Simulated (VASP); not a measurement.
MoS2, a slab with vacuum:

```
Mo S
1.0
     3.18413    0.00000    0.00000
    -1.59206    2.75753    0.00000
     0.00000    0.00000   17.33460
Mo S
1 2
Direct
  0.00000 0.00000 0.00000
  0.33333 0.66667 0.91051
  0.33333 0.66667 0.08949
```

```yaml
Program: VASP 6.6.1
Task: single point
Functional: PBE
Potentials_or_basis: VASP PAW PBE potentials, release 64 (Mo_sv, S)
Cutoff: 520 eV
k_mesh: 10 × 10 × 2
Occupations: fermi-dirac, width 0.05 eV
Spin: no spin polarisation
```

On this cell: largest force 0.205 eV/Å; band gap on the k mesh 1.74 eV, indirect (least direct gap 1.93 eV).

The same run follows on a disturbed copy (atoms moved at random, drawn with an rms of 0.05 Å):

```
Mo S
1.0
     3.18413    0.00000    0.00000
    -1.59206    2.75753    0.00000
     0.00000    0.00000   17.33460
Mo S
1 2
Cartesian
  0.0313 -0.0382 -0.0082
  0.0027 1.8229 15.7841
  -0.0186 1.8067 1.5519
```

Question: What changes?

Answer: The energy moves by +6.8 meV/atom; largest force 0.884 eV/Å; band gap on the k mesh 1.73 eV, indirect (least direct gap 1.91 eV).

Forces on the atoms (eV/Å):
```
Mo  -0.789  0.304  0.259
S    0.306 -0.222 -0.361
S    0.483 -0.082  0.101
```

A k mesh can miss the band edges.
